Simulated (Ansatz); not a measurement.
A crystal relaxed with r2SCAN in Ansatz 0.2.0 has space group Cm (No. 8) and a = 9.672 Å, b = 3.625 Å, c = 7.235 Å, β = 110.8°.

```tsv
atom	site	x	y	z
Hf	2a	0.0073	0.0000	0.9946
Si	2a	0.2341	0.5000	0.6158
Xx	2a	0.0373	0.5000	0.5197
Xx	2a	0.2776	0.5000	0.8855
Xx	2a	0.4362	0.5000	0.7003
Xx	2a	0.1898	0.0000	0.5959
Si	2a	0.4894	0.5000	0.4955
Si	2a	0.2652	0.5000	0.1391
Xx	2a	0.0785	0.5000	0.0486
Xx	2a	0.2864	0.5000	0.3938
Xx	2a	0.4554	0.5000	0.2427
Xx	2a	0.2429	0.0000	0.1186
```

r2SCAN gives an indirect gap of 5.18 eV, from k = (0.245, -1/4, 0) to D; the least direct gap is 5.26 eV at Γ–C (0.90 of the way from Γ). The HSE06 gap is indirect, 6.40 eV (k = (0.245, -1/4, 0) to D), below the direct gap of 6.48 eV at Γ–C (0.90 of the way from Γ). The lowest empty level at k = (0.422, -0.427, -1/2) lies only 30 meV higher, so the place of the conduction bottom isn't settled. The PBE gap is indirect, 4.66 eV (Γ–C (0.86 of the way from Γ) to M₂–D (0.30 of the way from M₂)), below the direct gap of 4.76 eV at Γ–C (0.90 of the way from Γ). The lowest empty level at D lies only 16 meV higher, so the place of the conduction bottom isn't settled. Meshes: r2SCAN 8×8×4, HSE06 4×4×2, PBE 8×8×4. r2SCAN's ε∞ is 3.4 along all three axes, to this precision.

**Question.** Which element is Xx?
A. S
B. Se
C. O
D. Te

**Answer.** C. Xx is O: a 12-atom cell of HfSi3O8 built on the anatase structure (relaxed group Cm). Hf has 6 O at 1.93–2.13 Å; Si has 6 O at 1.78–1.86 Å; O has 3 Si at 1.78–1.86 Å; O has 2 Si at 1.84–1.88 Å and 1 Hf at 2.08 Å; O has 2 Si at 1.73–1.83 Å and 1 Hf at 1.99 Å; O has 3 Si at 1.81–1.86 Å; Si has 6 O at 1.73–1.86 Å; Si has 6 O at 1.69–1.88 Å (further sites aren't listed).

All values are calculated for a non-magnetic cell, which may be hypothetical.

The runs are scalar-relativistic, without spin-orbit coupling.

Where an edge lies off the special points, it is a point of the mesh or the k point where a search put PBE's edge or least direct gap, reused for the other functionals, whose own edges may lie a little apart; PBE's own value is read along its path and can be a few hundredths of an eV high.

Coordinates of k points refer to the reciprocal vectors of the primitive cell of the runs.

The meshes of the hybrids are coarse, so their gaps aren't converged to the digits shown.

For a response run the program warns that the ground state's bands aren't all converged, so ε∞ carries an extra error.
